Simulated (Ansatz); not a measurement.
A plane-wave DFT run in Ansatz 0.2.0 (scalar-relativistic PAW potentials unless the input names others): input and command.

```yaml
crystal:
  lattice:
    - [0.0, 3.391251519, 3.391251519]
    - [3.391251519, 0.0, 3.391251519]
    - [3.391251519, 3.391251519, 0.0]
  atoms:
    - { symbol: K, position: [0.0, 0.0, 0.0] }
    - { symbol: I, position: [0.5, 0.5, 0.5] }
basis:
  ecutwfc: 420
kpoints:
  mp_grid: { grid: [6, 6, 6] }
hamiltonian:
  xc: pbe
scf:
  occupations: { method: tetrahedron }
  n_extra_bands: 2
output:
  forces: true
  eigenvalues: true
  stress: true
```

```bash
ansatz run input.yaml --threads 1 --pin off --max-ram 1331MiB --backend cpu --events-out ev --progress --plain --runs-dir out
```

Abridged log:
```
Warning: output.forces, output.stress, relax.cell or npt_langevin: where a Kohn–Sham band that disperses or a degenerate level is filled in part under the method tetrahedron, the forces or the stress that this run publishes need not agree with its energy (scf.occupations.method in the input reference, under Limitations); prefer a smearing scheme for the forces or the stress
Basis set: ecut = 420 eV, 1471 PW (Γ), exchange–correlation on 72×72×72 points (8 copies of the dense FFT grid, shifted against one another)
Bands: 15, of which v1, the nominal top of the filled ones, is band 13 counted from 1 (12 counted from 0)
Symmetry: 48 space group operations
k-points: 16 of 216
SCF iter   1: F=—  HF=-9053.592226 eV  |F-HF|=—  |Δ(HF+E_count)|=         —  Δρ=2.80e-4  dr2=5.02e-5  ethr=1.77e-3  ⟨swp⟩=7.4  Hψ=1457  notcnv=0
SCF iter   2: F=—  HF=-9053.591395 eV  |F-HF|=—  |Δ(HF+E_count)|=   8.30e-4  Δρ=2.96e-4  dr2=1.17e-4  ethr=1.93e-7  ⟨swp⟩=4.1  Hψ=794  notcnv=0
SCF iter   3: F=—  HF=-9053.591366 eV  |F-HF|=—  |Δ(HF+E_count)|=   2.95e-5  Δρ=1.50e-4  dr2=2.55e-5  ethr=1.93e-7  ⟨swp⟩=2.9  Hψ=504  notcnv=0
SCF iter   4: F=—  HF=-9053.591375 eV  |F-HF|=—  |Δ(HF+E_count)|=   9.30e-6  Δρ=1.89e-5  dr2=2.30e-7  ethr=9.82e-8  ⟨swp⟩=3.0  Hψ=508  notcnv=0
SCF iter   5: F=—  HF=-9053.591376 eV  |F-HF|=—  |Δ(HF+E_count)|=   1.21e-6  Δρ=1.31e-5  dr2=1.95e-7  ethr=3.85e-10  ⟨swp⟩=5.0  Hψ=943  notcnv=0
SCF iter   6: F=-9053.591376 eV  HF=-9053.591376 eV  |F-HF|=6.85e-8  |Δ(HF+E_count)|=   8.54e-8  Δρ=6.33e-6  dr2=4.71e-8  ethr=3.85e-10  ⟨swp⟩=2.9  Hψ=1085  notcnv=0
SCF 1 converged in 6 iterations: F = -9053.591376 eV  dr2 = 4.71e-8
SCF converged after 6 iterations
Stability not checked: this state was not tested for a lower state beside it, because cold or Methfessel-Paxton smearing, or corrected tetrahedra, fill the levels in a way that the test cannot read (fill_not_monotonic; see scf.lower_state_search)
Free energy (F): -9053.591376 eV
Harris-Foulkes:  -9053.591376 eV  (|F-HF|=6.85e-8)
Internal energy: -9053.591376 eV  (E = F + TS)
E sigma→0 (E₀):  -9053.591376 eV
Fermi energy:    3.311011 eV
--- Forces (eV/Å), atoms counted from 1 ---
  atom   1  K      0.00000000     0.00000000     0.00000000
  atom   2  I      0.00000000     0.00000000     0.00000000
--- Stress (GPa, compression-positive) ---
        2.750698       0.000000       0.000000
        0.000000       2.750698       0.000000
        0.000000       0.000000       2.750698
  P = ⅓ Tr σ = 2.7507 GPa (27.507 kbar)
```

Apart from outputs, the input differs from a reference run on usual settings in scf.occupations.width: 0.02 → not typed; scf.occupations.method: "gaussian" → "tetrahedron"; scf.n_extra_bands: not typed → 2. The reference, at the same geometry (not necessarily relaxed), gave pressure 2.75 GPa, largest force 0.000 eV/Å, gap on the mesh 4.28 eV. This run converged in 6 SCF iterations (reference: 6) with an energy at zero smearing within 0.01 meV/atom of the reference's, pressure 2.75 GPa, largest force 0.000 eV/Å, gap on the mesh 4.28 eV.